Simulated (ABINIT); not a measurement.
Crystal: Sn.

```
Sn
1.0
     0.00000    3.23334    3.23334
     3.23334    0.00000    3.23334
     3.23334    3.23334    0.00000
Sn
2
Direct
  0.75000 0.75000 0.75000
  0.50000 0.50000 0.50000
```

This isn't the form of Sn at room conditions, which is tetragonal (white tin).

- Program: ABINIT 10.8.3 (patched build)
- Task: relaxation of cell and atoms
- Functional: PBE
- Potentials or basis: Ansatz PAW PBE default generated set, frozen core
- Cutoff: 419 eV
- k mesh: 7 × 7 × 7
- Occupations: fermi-dirac, width 0.05 eV
- Spin: no spin polarisation

At the start: pressure 3.8 GPa; volume 33.80 Å³/atom.

Q: How do energy, volume and symmetry change on relaxing?

A: Over 5 steps the energy falls by 33.6 meV/atom and the volume is 36.88 Å³/atom (+9.1 %); space group Fd-3m (No. 227, to 0.05 Å).

Step by step:
| step | energy change (eV) | largest force (eV/Å) | pressure (GPa) | volume (Å³) |
| --- | --- | --- | --- | --- |
| 1 | 0.0000 | 0.0000 | 3.82 | 67.61 |
| 2 | -0.0174 | 0.0000 | 3.22 | 68.40 |
| 3 | -0.0665 | 0.0000 | 0.35 | 73.04 |
| 4 | -0.0672 | 0.0000 | 0.04 | 73.68 |
| 5 | -0.0672 | 0.0000 | 0.00 | 73.76 |

Final structure:
```
Sn
1.0
     0.00000    3.32864    3.32864
     3.32864    0.00000    3.32864
     3.32864    3.32864    0.00000
Sn
2
Direct
  0.75000 0.75000 0.75000
  0.50000 0.50000 0.50000
```
